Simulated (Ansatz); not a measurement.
The following input was run with Ansatz 0.2.0.

```yaml
crystal:
  lattice:
    - [13.0, 0.0, 0.0]
    - [0.0, 13.3, 0.0]
    - [0.0, 0.0, 3.6246970245]
  atoms:
    - { symbol: B, position: [0.5386278385, 0.5377565339, 0.0] }
    - { symbol: B, position: [0.5386278385, 0.4014897285, 0.5] }
    - { symbol: "N", position: [0.6083335505, 0.4696231312, 0.75] }
    - { symbol: B, position: [0.3992164145, 0.5377565339, 0.5] }
    - { symbol: "N", position: [0.4689221265, 0.6058899366, 0.75] }
    - { symbol: "N", position: [0.4689221265, 0.4696231312, 0.25] }
    - { symbol: H, position: [0.5914775939, 0.5894141896, 0.1895459995] }
    - { symbol: H, position: [0.5914775939, 0.3498320728, 0.3104540005] }
    - { symbol: H, position: [0.4857780831, 0.3498320728, 0.6895459995] }
    - { symbol: H, position: [0.6536333409, 0.5139011218, 0.5875320004] }
    - { symbol: H, position: [0.6536333409, 0.4253451406, 0.9124679996] }
    - { symbol: H, position: [0.3463666591, 0.5894141896, 0.3104540005] }
    - { symbol: H, position: [0.3463666591, 0.4860988782, 0.6895459995] }
    - { symbol: H, position: [0.5142219169, 0.6501679272, 0.5875320004] }
    - { symbol: H, position: [0.4236223362, 0.6501679272, 0.9124679996] }
    - { symbol: H, position: [0.4236223362, 0.4253451406, 0.0875320004] }
basis:
  ecutwfc: 420
kpoints:
  mp_grid: { grid: [1, 1, 9] }
hamiltonian:
  xc: pbe
scf:
  occupations: { method: gaussian, width: 0.05 }
output:
  forces: true
  stress: true
  eigenvalues: true
  populations: true
  write_density: true
  write_potential: true
  elf: true
  volumetric_format: npy
relax:
  adjacent_minimum: "off"
  f_tol: 0.02
  max_steps: 45
  cell: { fix: [a, b, alpha, beta, gamma], stress_tol: 0.03 }
```

Command:
```bash
ansatz run input.yaml --threads 4 --pin off --max-ram 11264MiB --backend cpu --events-out ev --progress --plain --runs-dir out
```

Computed with Ansatz 0.2.0, DFT PBE, scalar-relativistic, plane waves, PAW.

Abridged output (iterations and final results):

```
SCF iter   1: F=—  HF=-1784.487056 eV  |F-HF|=—  |Δ(HF+E_count)|=         —  Δρ=2.71e-3  dr2=1.65e-1  ethr=1.77e-3  ⟨swp⟩=7.4  Hψ=1028  notcnv=0  defer=14
SCF iter   2: F=—  HF=-1784.442266 eV  |F-HF|=—  |Δ(HF+E_count)|=   4.48e-2  Δρ=1.38e-3  dr2=1.80e-2  ethr=4.86e-4  ⟨swp⟩=2.4  Hψ=281  notcnv=0  defer=50
SCF iter   3: F=—  HF=-1784.442871 eV  |F-HF|=—  |Δ(HF+E_count)|=   6.06e-4  Δρ=4.76e-4  dr2=1.97e-3  ethr=5.29e-5  ⟨swp⟩=2.4  Hψ=200  notcnv=0  defer=50
SCF iter   4: F=—  HF=-1784.443797 eV  |F-HF|=—  |Δ(HF+E_count)|=   9.26e-4  Δρ=2.38e-4  dr2=3.33e-4  ethr=5.78e-6  ⟨swp⟩=2.0  Hψ=220  notcnv=0  defer=50
SCF iter   5: F=—  HF=-1784.443771 eV  |F-HF|=—  |Δ(HF+E_count)|=   2.56e-5  Δρ=6.65e-5  dr2=2.02e-5  ethr=9.78e-7  ⟨swp⟩=2.0  Hψ=204  notcnv=0  defer=50
SCF iter   6: F=—  HF=-1784.443695 eV  |F-HF|=—  |Δ(HF+E_count)|=   7.65e-5  Δρ=1.30e-5  dr2=7.97e-7  ethr=5.93e-8  ⟨swp⟩=2.0  Hψ=240  notcnv=0  defer=50
SCF iter   7: F=-1784.443695 eV  HF=-1784.443695 eV  |F-HF|=8.38e-8  |Δ(HF+E_count)|=   4.36e-7  Δρ=4.43e-6  dr2=5.58e-8  ethr=2.94e-10  ⟨swp⟩=26.2  Hψ=1768  notcnv=0
SCF iter   8: F=-1784.443695 eV  HF=-1784.443695 eV  |F-HF|=8.42e-10  |Δ(HF+E_count)|=   9.80e-8  Δρ=1.38e-6  dr2=9.92e-9  ethr=1.64e-10  ⟨swp⟩=11.2  Hψ=1129  notcnv=0
SCF iter   9: F=-1784.443695 eV  HF=-1784.443695 eV  |F-HF|=2.74e-10  |Δ(HF+E_count)|=   3.47e-9  Δρ=3.23e-7  dr2=3.11e-10  ethr=2.92e-11  ⟨swp⟩=9.0  Hψ=970  notcnv=0
SCF 1 converged in 9 iterations: F = -1784.443695 eV  dr2 = 3.11e-10
relax step   1: F+E_penalty+E_count = -1784.44369524 eV  Δ(F+E_penalty+E_count) = +0.000e0 eV  max|allowed force component| = 1.140e0 eV/Å  Δτ_max = 0.0000 Å  P = +0.952 GPa  Ω = 626.710 Å³  fix = [a, b, alpha, beta, gamma]  reactions: a +0.677, b +0.678 GPa; alpha -0.095, beta -0.096, gamma +0.109 GPa/rad (9 SCF iters, dr2 threshold 1.00e-7 eV, accepted)
Crystal: 16 atoms, lattice volume = 653.121 Å³
Basis set: ecut = 420 eV, 12779 PW (Γ), exchange–correlation on 180×180×50 points (8 copies of the dense FFT grid, shifted against one another)
Initial density: handed on by an earlier stage of this run
Initial wavefunctions: those handed on with the density
SCF iter   1: F=—  HF=-1784.876090 eV  |F-HF|=—  |Δ(HF+E_count)|=         —  Δρ=1.03e-2  dr2=4.03e-1  ethr=1.18e-3  ⟨swp⟩=3.4  Hψ=905  notcnv=0
SCF iter   2: F=—  HF=-1784.798041 eV  |F-HF|=—  |Δ(HF+E_count)|=   7.80e-2  Δρ=4.65e-3  dr2=5.99e-2  ethr=1.18e-3  ⟨swp⟩=4.6  Hψ=321  notcnv=0
SCF iter   3: F=—  HF=-1784.796562 eV  |F-HF|=—  |Δ(HF+E_count)|=   1.48e-3  Δρ=9.55e-4  dr2=3.61e-3  ethr=1.76e-4  ⟨swp⟩=4.0  Hψ=357  notcnv=0  defer=11
SCF iter   4: F=—  HF=-1784.796784 eV  |F-HF|=—  |Δ(HF+E_count)|=   2.22e-4  Δρ=2.01e-4  dr2=1.71e-4  ethr=1.06e-5  ⟨swp⟩=2.0  Hψ=227  notcnv=0  defer=11
SCF iter   5: F=—  HF=-1784.796741 eV  |F-HF|=—  |Δ(HF+E_count)|=   4.27e-5  Δρ=1.01e-4  dr2=5.99e-5  ethr=5.03e-7  ⟨swp⟩=2.0  Hψ=205  notcnv=0  defer=14
SCF iter   6: F=-1784.796731 eV  HF=-1784.796730 eV  |F-HF|=5.40e-7  |Δ(HF+E_count)|=   1.09e-5  Δρ=1.84e-5  dr2=1.54e-6  ethr=4.71e-9  ⟨swp⟩=21.6  Hψ=1776  notcnv=0
SCF iter   7: F=-1784.796731 eV  HF=-1784.796731 eV  |F-HF|=3.01e-9  |Δ(HF+E_count)|=   8.26e-7  Δρ=3.56e-6  dr2=8.72e-8  ethr=4.52e-9  ⟨swp⟩=11.6  Hψ=1136  notcnv=0
SCF 2 converged in 7 iterations: F = -1784.796731 eV  dr2 = 8.72e-8
relax step   2: F+E_penalty+E_count = -1784.79673104 eV  Δ(F+E_penalty+E_count) = -3.530e-1 eV  max|allowed force component| = 4.263e-1 eV/Å  Δτ_max = 0.1234 Å  P = +0.295 GPa  Ω = 653.121 Å³  energy of the carried Pulay correction = -1.580e-2 eV  fix = [a, b, alpha, beta, gamma]  reactions: a +0.160, b +0.161 GPa; alpha -0.126, beta -0.127, gamma -0.098 GPa/rad (7 SCF iters, dr2 threshold 1.60e-6 eV, accepted)
Crystal: 16 atoms, lattice volume = 668.401 Å³
Basis set: ecut = 420 eV, 13115 PW (Γ), exchange–correlation on 180×180×50 points (8 copies of the dense FFT grid, shifted against one another)
SCF iter   1: F=—  HF=-1784.874253 eV  |F-HF|=—  |Δ(HF+E_count)|=         —  Δρ=6.03e-3  dr2=1.24e-1  ethr=3.86e-4  ⟨swp⟩=3.2  Hψ=836  notcnv=0
SCF iter   2: F=—  HF=-1784.853406 eV  |F-HF|=—  |Δ(HF+E_count)|=   2.08e-2  Δρ=2.82e-3  dr2=2.13e-2  ethr=3.65e-4  ⟨swp⟩=3.8  Hψ=315  notcnv=0
SCF iter   3: F=—  HF=-1784.853192 eV  |F-HF|=—  |Δ(HF+E_count)|=   2.15e-4  Δρ=4.97e-4  dr2=1.40e-3  ethr=6.28e-5  ⟨swp⟩=3.0  Hψ=312  notcnv=0
SCF iter   4: F=—  HF=-1784.852844 eV  |F-HF|=—  |Δ(HF+E_count)|=   3.47e-4  Δρ=1.23e-4  dr2=5.30e-5  ethr=4.12e-6  ⟨swp⟩=2.0  Hψ=243  notcnv=0  defer=1
SCF iter   5: F=—  HF=-1784.852869 eV  |F-HF|=—  |Δ(HF+E_count)|=   2.43e-5  Δρ=4.70e-5  dr2=1.41e-5  ethr=1.56e-7  ⟨swp⟩=2.0  Hψ=240  notcnv=0  defer=1
SCF iter   6: F=-1784.852867 eV  HF=-1784.852867 eV  |F-HF|=2.42e-7  |Δ(HF+E_count)|=   2.08e-6  Δρ=9.15e-6  dr2=4.15e-7  ethr=4.71e-9  ⟨swp⟩=19.0  Hψ=1569  notcnv=0
SCF 3 converged in 6 iterations: F = -1784.852867 eV  dr2 = 4.15e-7
relax step   3: F+E_penalty+E_count = -1784.85286686 eV  Δ(F+E_penalty+E_count) = -5.614e-2 eV  max|allowed force component| = 1.256e-1 eV/Å  Δτ_max = 0.0890 Å  P = -0.066 GPa  Ω = 668.401 Å³  energy of the carried Pulay correction = -2.465e-2 eV  fix = [a, b, alpha, beta, gamma]  reactions: a -0.120, b -0.119 GPa; alpha -0.019, beta -0.018, gamma +0.045 GPa/rad (6 SCF iters, dr2 threshold 1.60e-6 eV, accepted)
Crystal: 16 atoms, lattice volume = 676.060 Å³
Basis set: ecut = 420 eV, 13259 PW (Γ), exchange–correlation on 180×180×50 points (8 copies of the dense FFT grid, shifted against one another)
SCF iter   1: F=—  HF=-1784.853381 eV  |F-HF|=—  |Δ(HF+E_count)|=         —  Δρ=3.57e-3  dr2=3.68e-2  ethr=1.04e-4  ⟨swp⟩=4.8  Hψ=815  notcnv=0
SCF iter   2: F=—  HF=-1784.849949 eV  |F-HF|=—  |Δ(HF+E_count)|=   3.43e-3  Δρ=1.63e-3  dr2=6.72e-3  ethr=1.04e-4  ⟨swp⟩=2.6  Hψ=275  notcnv=0
SCF iter   3: F=—  HF=-1784.850638 eV  |F-HF|=—  |Δ(HF+E_count)|=   6.89e-4  Δρ=5.92e-4  dr2=1.72e-3  ethr=1.98e-5  ⟨swp⟩=2.0  Hψ=274  notcnv=0
SCF iter   4: F=—  HF=-1784.850297 eV  |F-HF|=—  |Δ(HF+E_count)|=   3.41e-4  Δρ=8.02e-5  dr2=2.06e-5  ethr=5.06e-6  ⟨swp⟩=2.0  Hψ=232  notcnv=0
SCF iter   5: F=—  HF=-1784.850131 eV  |F-HF|=—  |Δ(HF+E_count)|=   1.66e-4  Δρ=2.10e-5  dr2=2.94e-6  ethr=6.06e-8  ⟨swp⟩=2.0  Hψ=246  notcnv=0
SCF iter   6: F=-1784.850132 eV  HF=-1784.850132 eV  |F-HF|=1.97e-7  |Δ(HF+E_count)|=   6.18e-7  Δρ=7.95e-6  dr2=4.53e-7  ethr=2.90e-9  ⟨swp⟩=19.2  Hψ=1500  notcnv=0
SCF 4 converged in 6 iterations: F = -1784.850132 eV  dr2 = 4.53e-7
relax step   4: F+E_penalty+E_count = -1784.85013162 eV  Δ(F+E_penalty+E_count) = +2.735e-3 eV  max|allowed force component| = 3.913e-1 eV/Å  Δτ_max = 0.0546 Å  P = +0.055 GPa  Ω = 676.060 Å³  energy of the carried Pulay correction = -2.900e-2 eV  fix = [a, b, alpha, beta, gamma]  reactions: a +0.056, b +0.057 GPa; alpha +0.037, beta +0.037, gamma -0.082 GPa/rad (6 SCF iters, dr2 threshold 9.87e-7 eV, accepted)
Crystal: 16 atoms, lattice volume = 675.384 Å³
   ...
SCF iter   7: F=—  HF=-1784.909923 eV  |F-HF|=—  |Δ(HF+E_count)|=   2.54e-8  Δρ=1.35e-7  dr2=6.49e-11  ethr=3.24e-12  ⟨swp⟩=2.0  Hψ=209  notcnv=0  defer=18
SCF iter   8: F=-1784.909923 eV  HF=-1784.909923 eV  |F-HF|=1.00e-9  |Δ(HF+E_count)|=   6.20e-9  Δρ=3.47e-8  dr2=3.94e-12  ethr=1.00e-12  ⟨swp⟩=17.6  Hψ=1219  notcnv=0
SCF 8 converged in 8 iterations: F = -1784.909923 eV  dr2 = 3.94e-12
Crystal: 16 atoms, lattice volume = 681.916 Å³
Basis set: ecut = 420 eV, 13363 PW (Γ), exchange–correlation on 180×180×54 points (8 copies of the dense FFT grid, shifted against one another)
SCF iter   1: F=—  HF=-1784.910783 eV  |F-HF|=—  |Δ(HF+E_count)|=         —  Δρ=1.44e-3  dr2=6.97e-3  ethr=2.07e-5  ⟨swp⟩=3.2  Hψ=796  notcnv=0
SCF iter   2: F=—  HF=-1784.909842 eV  |F-HF|=—  |Δ(HF+E_count)|=   9.41e-4  Δρ=6.66e-4  dr2=1.35e-3  ethr=2.05e-5  ⟨swp⟩=2.0  Hψ=233  notcnv=0
SCF iter   3: F=—  HF=-1784.909840 eV  |F-HF|=—  |Δ(HF+E_count)|=   1.98e-6  Δρ=1.17e-4  dr2=7.39e-5  ethr=3.97e-6  ⟨swp⟩=2.0  Hψ=240  notcnv=0
SCF iter   4: F=—  HF=-1784.909811 eV  |F-HF|=—  |Δ(HF+E_count)|=   2.88e-5  Δρ=3.25e-5  dr2=4.42e-6  ethr=2.17e-7  ⟨swp⟩=2.0  Hψ=246  notcnv=0
SCF iter   5: F=—  HF=-1784.909716 eV  |F-HF|=—  |Δ(HF+E_count)|=   9.52e-5  Δρ=9.11e-6  dr2=6.35e-7  ethr=1.30e-8  ⟨swp⟩=2.0  Hψ=239  notcnv=0
SCF iter   6: F=-1784.909716 eV  HF=-1784.909716 eV  |F-HF|=1.08e-8  |Δ(HF+E_count)|=   1.47e-9  Δρ=1.97e-6  dr2=1.93e-8  ethr=2.00e-10  ⟨swp⟩=17.0  Hψ=1394  notcnv=0
SCF 9 converged in 6 iterations: F = -1784.909716 eV  dr2 = 1.93e-8
relax step   9: F+E_penalty+E_count = -1784.90971594 eV  Δ(F+E_penalty+E_count) = +2.071e-4 eV  max|allowed force component| = 3.260e-2 eV/Å  Δτ_max = 0.0184 Å  P = +0.004 GPa  Ω = 681.916 Å³  energy of the carried Pulay correction = -3.955e-3 eV  fix = [a, b, alpha, beta, gamma]  reactions: a -0.010, b -0.008 GPa; alpha -0.005, beta -0.005, gamma -0.001 GPa/rad (6 SCF iters, dr2 threshold 6.82e-8 eV, accepted)
Crystal: 16 atoms, lattice volume = 683.381 Å³
Basis set: ecut = 420 eV, 13383 PW (Γ), exchange–correlation on 180×180×54 points (8 copies of the dense FFT grid, shifted against one another)
SCF iter   1: F=—  HF=-1784.909571 eV  |F-HF|=—  |Δ(HF+E_count)|=         —  Δρ=7.97e-4  dr2=2.05e-3  ethr=5.90e-6  ⟨swp⟩=2.6  Hψ=713  notcnv=0
SCF iter   2: F=—  HF=-1784.909322 eV  |F-HF|=—  |Δ(HF+E_count)|=   2.49e-4  Δρ=3.77e-4  dr2=3.72e-4  ethr=5.90e-6  ⟨swp⟩=2.0  Hψ=225  notcnv=0
SCF iter   3: F=—  HF=-1784.909345 eV  |F-HF|=—  |Δ(HF+E_count)|=   2.30e-5  Δρ=1.12e-4  dr2=7.07e-5  ethr=1.10e-6  ⟨swp⟩=2.0  Hψ=224  notcnv=0
SCF iter   4: F=—  HF=-1784.909314 eV  |F-HF|=—  |Δ(HF+E_count)|=   3.12e-5  Δρ=2.03e-5  dr2=1.63e-6  ethr=2.08e-7  ⟨swp⟩=2.0  Hψ=241  notcnv=0
SCF iter   5: F=—  HF=-1784.909218 eV  |F-HF|=—  |Δ(HF+E_count)|=   9.58e-5  Δρ=5.90e-6  dr2=1.72e-7  ethr=4.79e-9  ⟨swp⟩=2.0  Hψ=239  notcnv=0
SCF iter   6: F=-1784.909218 eV  HF=-1784.909218 eV  |F-HF|=3.72e-10  |Δ(HF+E_count)|=   6.73e-8  Δρ=1.68e-6  dr2=1.51e-8  ethr=1.95e-10  ⟨swp⟩=17.0  Hψ=1296  notcnv=0
SCF 10 converged in 6 iterations: F = -1784.909218 eV  dr2 = 1.51e-8
relax step  10: F+E_penalty+E_count = -1784.90921841 eV  Δ(F+E_penalty+E_count) = +4.975e-4 eV  max|allowed force component| = 2.865e-2 eV/Å  Δτ_max = 0.0128 Å  P = -0.001 GPa  Ω = 683.381 Å³  energy of the carried Pulay correction = -4.833e-3 eV  fix = [a, b, alpha, beta, gamma]  reactions: a -0.004, b -0.002 GPa; alpha -0.005, beta -0.005, gamma -0.001 GPa/rad (6 SCF iters, dr2 threshold 6.64e-8 eV, accepted)
Crystal: 16 atoms, lattice volume = 683.418 Å³
SCF iter   1: F=—  HF=-1784.909486 eV  |F-HF|=—  |Δ(HF+E_count)|=         —  Δρ=2.44e-4  dr2=2.12e-4  ethr=6.17e-7  ⟨swp⟩=2.0  Hψ=606  notcnv=0
SCF iter   2: F=—  HF=-1784.909446 eV  |F-HF|=—  |Δ(HF+E_count)|=   3.99e-5  Δρ=1.14e-4  dr2=3.74e-5  ethr=6.17e-7  ⟨swp⟩=2.0  Hψ=232  notcnv=0
SCF iter   3: F=—  HF=-1784.909341 eV  |F-HF|=—  |Δ(HF+E_count)|=   1.05e-4  Δρ=3.89e-5  dr2=8.46e-6  ethr=1.10e-7  ⟨swp⟩=2.2  Hψ=245  notcnv=0
SCF iter   4: F=—  HF=-1784.909339 eV  |F-HF|=—  |Δ(HF+E_count)|=   1.91e-6  Δρ=6.52e-6  dr2=1.36e-7  ethr=2.49e-8  ⟨swp⟩=2.0  Hψ=237  notcnv=0
SCF iter   5: F=-1784.909339 eV  HF=-1784.909339 eV  |F-HF|=9.52e-9  |Δ(HF+E_count)|=   7.25e-8  Δρ=1.79e-6  dr2=1.96e-8  ethr=1.51e-10  ⟨swp⟩=15.4  Hψ=1307  notcnv=0
SCF 11 converged in 5 iterations: F = -1784.909339 eV  dr2 = 1.96e-8
relax step  11: F+E_penalty+E_count = -1784.90933880 eV  Δ(F+E_penalty+E_count) = -1.204e-4 eV  max|allowed force component| = 4.696e-3 eV/Å  Δτ_max = 0.0046 Å  P = -0.003 GPa  Ω = 683.418 Å³  energy of the carried Pulay correction = -4.854e-3 eV  fix = [a, b, alpha, beta, gamma]  reactions: a -0.006, b -0.004 GPa; alpha +0.002, beta +0.002, gamma  0.000 GPa/rad (5 SCF iters, dr2 threshold 5.13e-8 eV, accepted)
SCF iter   1: F=—  HF=-1784.911457 eV  |F-HF|=—  |Δ(HF+E_count)|=         —  Δρ=6.85e-5  dr2=1.72e-6  ethr=2.39e-7  ⟨swp⟩=6.8  Hψ=1615  notcnv=0
SCF iter   2: F=—  HF=-1784.913219 eV  |F-HF|=—  |Δ(HF+E_count)|=   1.76e-3  Δρ=3.43e-5  dr2=4.66e-7  ethr=5.07e-9  ⟨swp⟩=2.0  Hψ=293  notcnv=0  defer=1
SCF iter   3: F=—  HF=-1784.914061 eV  |F-HF|=—  |Δ(HF+E_count)|=   8.42e-4  Δρ=1.02e-5  dr2=1.11e-7  ethr=1.37e-9  ⟨swp⟩=2.6  Hψ=307  notcnv=0  defer=2
SCF iter   4: F=—  HF=-1784.914210 eV  |F-HF|=—  |Δ(HF+E_count)|=   1.49e-4  Δρ=7.53e-7  dr2=2.80e-9  ethr=3.28e-10  ⟨swp⟩=2.0  Hψ=282  notcnv=0  defer=14
SCF iter   5: F=—  HF=-1784.914212 eV  |F-HF|=—  |Δ(HF+E_count)|=   1.62e-6  Δρ=2.58e-7  dr2=3.99e-10  ethr=8.25e-12  ⟨swp⟩=2.2  Hψ=236  notcnv=0  defer=23
SCF iter   6: F=—  HF=-1784.914212 eV  |F-HF|=—  |Δ(HF+E_count)|=  6.91e-10  Δρ=1.16e-7  dr2=8.11e-11  ethr=1.00e-12  ⟨swp⟩=18.2  Hψ=1403  notcnv=0
SCF iter   7: F=-1784.914212 eV  HF=-1784.914212 eV  |F-HF|=1.40e-9  |Δ(HF+E_count)|=   3.31e-9  Δρ=2.18e-8  dr2=2.32e-12  ethr=1.00e-12  ⟨swp⟩=8.0  Hψ=768  notcnv=0
SCF 12 converged in 7 iterations: F = -1784.914212 eV  dr2 = 2.32e-12
WARN: The output density's exchange-correlation potential varies sharply where the density is thin. Do not read a vacuum level from v_tot or v_xc, or from such a field of the output density. On a cell that repeats whose density bears no net charge and no dipole along the vacuum's axis use v_es (v_loc + v_h of the components); under efield.dipole_correction with no amplitude use v_es + v_field, which holds any external_charges[].barrier, or the levels of the report's work_function block, which leave it out; under a non-zero efield.amplitude the vacuum is tilted and has no level; on a cell that repeats and bears such a dipole with no correction it is tilted too, and efield.dipole_correction wi ...
SCF converged after 7 iterations
Free energy (F): -1784.914212 eV
Harris-Foulkes:  -1784.914212 eV  (|F-HF|=1.40e-9)
Internal energy: -1784.914212 eV  (E = F + TS)
E sigma→0 (E₀):  -1784.914212 eV
Fermi energy:    -2.754667 eV
--- Per-component energies (eV) ---
  E_band       = -381.188003
  E_kinetic    = 687.326091
  E_local      = -7444.061843  (includes V_loc(G=0)·N_el)
  E_nonlocal   = 187.559380
  E_hartree    = 3360.904587
  E_xc         = -366.594391
  E_vxc        = -459.254006  (∫ρ·V_xc dr)
  E_paw        = -625.196268  (= ΣΔE_a)
  E_vpaw       = -74.553837  (= ΣTr[D̂ρ^β])
  E_aug_tail   = -0.012970  (compensation charges beyond the density's cutoff)
  E_ewald      = 2415.161204
  E_smearing   =  0.000000  (= −TS)
--- Forces (eV/Å), atoms counted from 1 ---
  atom   1  B     -0.00025723    -0.00033112    -0.00256364
  atom   2  B     -0.00463515     0.00051669     0.00109196
  atom   3  N      0.00110252    -0.00048653    -0.00149088
  atom   4  B      0.00037529    -0.00453567     0.00108658
  atom   5  N     -0.00045275     0.00114637    -0.00140763
  atom   6  N      0.00105652     0.00102256     0.00429977
  atom   7  H     -0.00025404    -0.00024225    -0.00041383
  atom   8  H      0.00262179    -0.00048681     0.00089489
  atom   9  H      0.00073251    -0.00043134    -0.00014946
  atom  10  H      0.00119053    -0.00139421    -0.00056769
  atom  11  H     -0.00028263     0.00039653    -0.00090239
  atom  12  H     -0.00039630     0.00271442     0.00092332
  atom  13  H     -0.00040209     0.00075955    -0.00014635
  atom  14  H     -0.00133868     0.00119593    -0.00063601
  atom  15  H      0.00049928    -0.00029701    -0.00091555
  atom  16  H      0.00043970     0.00045176     0.00089718
--- Stress (GPa, compression-positive) ---
       -0.007118      -0.000201      -0.001945
       -0.000201      -0.004927      -0.001951
       -0.001946      -0.001952       0.010105
  P = ⅓ Tr σ = -0.0006 GPa (-0.006 kbar)
--- Band table (eV; the first three rows and the last of 5) ---
  k-point 0: bands = ["-22.2504", "-21.1903", "-19.9540", "-12.5308", "-11.9455", "-11.9354", "-11.4959", "-10.8873", "-10.4563", "-9.3201", "-8.7716", "-8.6121", "-8.0667", "-6.3122", "-6.0198", "-5.4509", "-5.2234", "-0.2859", "0.2788", "0.7893", "1.2780", "1.3494", "1.4669", "1.9707", "2.1863", "2.3507", "2.7107", "2.7951", "3.2889", "3.4577", "3.9100", "4.0299", "4.2684"]
  k-point 1: bands = ["-22.2072", "-21.1771", "-19.9978", "-12.5003", "-12.1837", "-11.9779", "-11.5313", "-11.0027", "-10.1848", "-9.3019", "-8.6898", "-8.6279", "-7.9435", "-6.3232", "-6.0564", "-5.5092", "-5.2559", "-0.1721", "0.3549", "0.8876", "1.3763", "1.4341", "1.6106", "2.0625", "2.2972", "2.4949", "2.7982", "2.8712", "3.3445", "3.5546", "3.9585", "4.0865", "4.2065"]
  k-point 2: bands = ["-22.0875", "-21.1432", "-20.1212", "-12.5855", "-12.3577", "-12.1040", "-11.7285", "-11.1890", "-9.7709", "-9.2138", "-8.6776", "-8.3636", "-7.7652", "-6.3790", "-6.1362", "-5.6275", "-5.3288", "0.1435", "0.6064", "1.1750", "1.6687", "1.6768", "2.0093", "2.3560", "2.6050", "2.8901", "3.0091", "3.1149", "3.4850", "3.7121", "4.0653", "4.1025", "4.1394"]
  k-point 4: bands = ["-21.7962", "-21.0775", "-20.4277", "-12.7853", "-12.4563", "-12.4320", "-12.0086", "-11.2866", "-9.6181", "-8.9714", "-8.2606", "-8.0541", "-7.5584", "-6.5890", "-6.3075", "-5.6597", "-5.4424", "1.0137", "1.7515", "1.8534", "2.1916", "2.4378", "2.6718", "3.0008", "3.0884", "3.5074", "3.5263", "3.6023", "3.8697", "3.8819", "4.1464", "4.2136", "4.3996"]
--- Relaxed structure (10 steps of the walk, 10 accepted, 2 SCFs on fresh bases) ---
  F+E_penalty+E_count = -1784.91421175 eV   max|allowed force component| = 4.635e-3 eV/Å   (the final SCF, on the basis selected at the relaxed cell)
  cell:  # Å, volume = 683.4178 Å³
    - [13.0, 1.80683507e-112, 4.31355926e-112]
    - [1.84853126e-112, 13.3, 3.24117505e-112]
    - [1.20271888e-112, 8.83329142e-113, 3.95267649]
  atoms:
    - { symbol: B, position: [0.53972090, 0.53875356, -0.00329281] }
    - { symbol: B, position: [0.54141506, 0.40195407, 0.48385909] }
    - { symbol: N, position: [0.60333334, 0.46608044, 0.75935089] }
    - { symbol: B, position: [0.39976356, 0.54067579, 0.48381310] }
    - { symbol: N, position: [0.46548886, 0.60106816, 0.75931432] }
    - { symbol: N, position: [0.47592147, 0.47651769, 0.25632096] }
    - { symbol: H, position: [0.59862379, 0.59623608, 0.14364584] }
    - { symbol: H, position: [0.60492966, 0.35486133, 0.31798309] }
    - { symbol: H, position: [0.48446742, 0.34448815, 0.63194397] }
    - { symbol: H, position: [0.66171881, 0.50514042, 0.64608941] }
    - { symbol: H, position: [0.63784115, 0.41463530, 0.91717303] }
    - { symbol: H, position: [0.35171196, 0.60286093, 0.31793105] }
    - { symbol: H, position: [0.34084290, 0.48513706, 0.63188291] }
    - { symbol: H, position: [0.50557733, 0.65804790, 0.64603504] }
    - { symbol: H, position: [0.41293112, 0.63490440, 0.91714161] }
    - { symbol: H, position: [0.42856234, 0.43029629, 0.11788643] }
--- Löwdin populations: 16 sites ---
  site symbol q [e]
     0      B      2.8748
     1      B      3.1223
     2      N      5.4032
     3      B      3.1223
     4      N      5.4032
     5      N      5.3339
     6      H      1.0257
     7      H      1.0141
     8      H      0.9793
     9      H      0.6782
    10      H      0.6637
    11      H      1.0143
    12      H      0.9793
    13      H      0.6783
    14      H      0.6638
    15      H      0.6674
  spilling = 0.011064 (of n_electrons = 34.000000)
```

The relaxation met its thresholds.

Time: 110 s on 4 threads of Intel(R) Xeon(R) Processor @ 2.50GHz (Skylake/Cascade Lake), on a shared host, peak memory 0.94 GiB.